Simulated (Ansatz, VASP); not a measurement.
## One calculation of Ru, two programs

```xyz
2
Lattice="2.6785 0.0000 0.0000 -1.3392 2.3196 0.0000 0.0000 0.0000 4.2386" Properties=species:S:1:pos:R:3 pbc="T T T"
Ru    0.0000    1.5464    1.0597
Ru    1.3392    0.7732    3.1790
```

Change from the starting cell: volume scaled by 0.97, PAW files.

Alike in both runs: task electric field gradients; functional PBE; k mesh 14 × 14 × 8; occupations fermi-dirac, width 0.03 eV; no spin polarisation.

|  | VASP | Ansatz |
| --- | --- | --- |
| version | VASP 6.6.1 | Ansatz 0.2.0 |
| potentials or method | VASP PAW PBE potentials, release 64 (Ru_pv) | PAW with Ansatz's default frozen-core files, scalar-relativistic |
| plane-wave cutoff (eV) | 520 | 420 |
| valence electrons in the cell | 28 | 32 |

|  | VASP | Ansatz | Ansatz less VASP |
| --- | --- | --- | --- |
| pressure (GPa) | 15.5 | 15.5 | +0.05 |
| largest component of the traceless stress (GPa) | 0.73 | 0.76 | +0.024 |
| Vzz of the field gradient on the site that differs most (V/Å²) | -13.8 | -9.7 | +4.04 |

The functional is the same, so the differences come from potentials, cutoffs and numerics. The two sets of potentials don't hold the same shells in valence. Ansatz warned: «gradients_without_spin_orbit».

Caveats: so large a pressure means that the cell lies far from this level's equilibrium, or that cutoff or potentials fall short (VASP).
